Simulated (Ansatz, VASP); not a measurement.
One calculation of TiN, two programs

File INCAR:

```
SYSTEM = TiN
PREC = Accurate
ENCUT = 520
EDIFF = 1E-7
ISMEAR = -1
SIGMA = 0.08
LREAL = .False.
LASPH = .True.
NELM = 80
ALGO = Normal
ISIF = 2
LWAVE = .False.
LCHARG = .True.
GGA = CA
LELF = .True.
LVHAR = .True.
NBANDS = 16
```

The input KPOINTS:

```
regular mesh
0
Gamma
  17 17 17
  0 0 0
```

Contents of POSCAR:

```
TiN
1.0
    0.0000000000      2.0432906592      2.0432906592
    2.0432906592      0.0000000000      2.0432906592
    2.0432906592      2.0432906592      0.0000000000
Ti N
1 1
Direct
    0.0000000000      0.0000000000      0.0000000000
    0.5000000000      0.5000000000      0.5000000000
```

Input for Ansatz:

```yaml
crystal:
  lattice:
    - [0.0, 2.0432906592, 2.0432906592]
    - [2.0432906592, 0.0, 2.0432906592]
    - [2.0432906592, 2.0432906592, 0.0]
  atoms:
    - { symbol: Ti, position: [0.0, 0.0, 0.0] }
    - { symbol: "N", position: [0.5, 0.5, 0.5] }
kpoints:
  mp_grid: { grid: [17, 17, 17] }
scf:
  occupations: { method: fermi_dirac, width: 0.08 }
hamiltonian:
  xc: lda
  pseudopotentials: { kind: all_electron, lapw: { basis_error: 0.001 } }
output:
  forces: true
  stress: true
  eigenvalues: true
  populations: true
```

Change from the starting cell: volume scaled by 0.94, LAPW.

Alike in both runs: task single point; functional LDA; k mesh 17 × 17 × 17; occupations fermi-dirac, width 0.08 eV; no spin polarisation.

```csv
,VASP,Ansatz
version,VASP 6.6.1,Ansatz 0.2.0
potentials or method,"VASP PAW LDA potentials, release 64 (Ti_sv, N)","all-electron LAPW, scalar-relativistic"
plane-wave cutoff (eV),520,see its input
```

VASP gave:

```
pressure (GPa) : 23.8
```

Q: Estimate Ansatz's values.

A: Pressure (GPa): 22.8.

Ansatz ran all-electron here, so the differences hold the error of VASP's frozen core and of both bases.

Caveats: so large a pressure means that the cell lies far from this level's equilibrium, or that cutoff or potentials fall short (VASP).
